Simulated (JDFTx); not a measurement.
Runs of JDFTx 1.7.0 (patched build) on MnS. The structure is cubic, space group Fm-3m (No. 225). The conventional cell has a = 5.209 Å, b = 5.209 Å, c = 5.209 Å, α = 90.00°, β = 90.00°, γ = 90.00°. Mn (site symmetry m-3m) has 6 S at 2.60 Å as nearest neighbours. Around S (site symmetry m-3m) lie 6 Mn at 2.60 Å. 

| level | potentials or basis | smearing | local potential set to -Z/r beyond | pseudo rcut | gap on the mesh (eV) | pressure (GPa) | moment (μB) |
| --- | --- | --- | --- | --- | --- | --- | --- |
| PBEsol | PseudoDojo-SR-PBEsol-0.4.1-standard with smoothed tails | fermi-dirac 0.05 eV | 6 bohr | 6 | none | -6.7 | 4.72 |
| LDA | PseudoDojo-SR-LDA-0.4.1-standard with smoothed tails | fermi-dirac 0.05 eV | 6 bohr | 6 | none | -11.2 | 4.60 |
| PBEsol | PseudoDojo-SR-PBEsol-0.4.1-standard with smoothed tails | gaussian 0.1 eV | 6 bohr | 6 | none | -6.7 | 4.72 |
| PBE | PseudoDojo-SR-PBE-0.5-standard | fermi-dirac 0.05 eV | - | - | none | -2.0 | (a) |

Alike in all rows: task single point; spin collinear, ferromagnetic start; cell as given; k mesh 9 × 9 × 9; cutoff (eV) 1306.

**Question.** Fill in the values left out.

**Answer.** (a) 4.77.

Caveats: a cell with one magnetic atom can't hold antiferromagnetic order, which such compounds often take; semilocal functionals often make such compounds metallic where correlation or magnetic order opens a gap, which also shifts bond lengths.

A k mesh can miss the band edges.

A gap of «none» marks a metal or a gap under the smearing width.

Not every run made on this cell is shown here.
